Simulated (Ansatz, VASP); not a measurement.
**Two plane-wave programs on NaF**

```
Na F
1.0
     0.00000    2.29983    2.29983
     2.29983    0.00000    2.29983
     2.29983    2.29983    0.00000
Na F
1 1
Direct
  0.00000 0.00000 0.00000
  0.50000 0.50000 0.50000
```

Change from the starting cell: volume scaled by 0.97, PAW files.

Alike in both runs: task electric field gradients; functional PBE; k mesh 10 × 10 × 10; occupations fermi-dirac, width 0.02 eV; no spin polarisation.

|  | VASP | Ansatz |
| --- | --- | --- |
| version | VASP 6.6.1 | Ansatz 0.2.0 |
| potentials or method | VASP PAW PBE potentials, release 64 (Na_pv, F) | PAW with Ansatz's default frozen-core files, scalar-relativistic |
| plane-wave cutoff (eV) | 520 | 420 |
| valence electrons in the cell | 14 | 16 |

|  | VASP | Ansatz | Ansatz less VASP |
| --- | --- | --- | --- |
| gap on the k mesh at the Fermi level (eV) | 6.42 | 6.44 | +0.017 |
| pressure (GPa) | 3.3 | 3.4 | +0.10 |
| Vzz of the field gradient on the site that differs most (V/Å²) | 0.0 | 0.0 | -0.02 |

With one functional, cell and mesh, what is left measures potentials, basis and numerics. The two sets of potentials don't hold the same shells in valence.

A k mesh can miss the band edges.
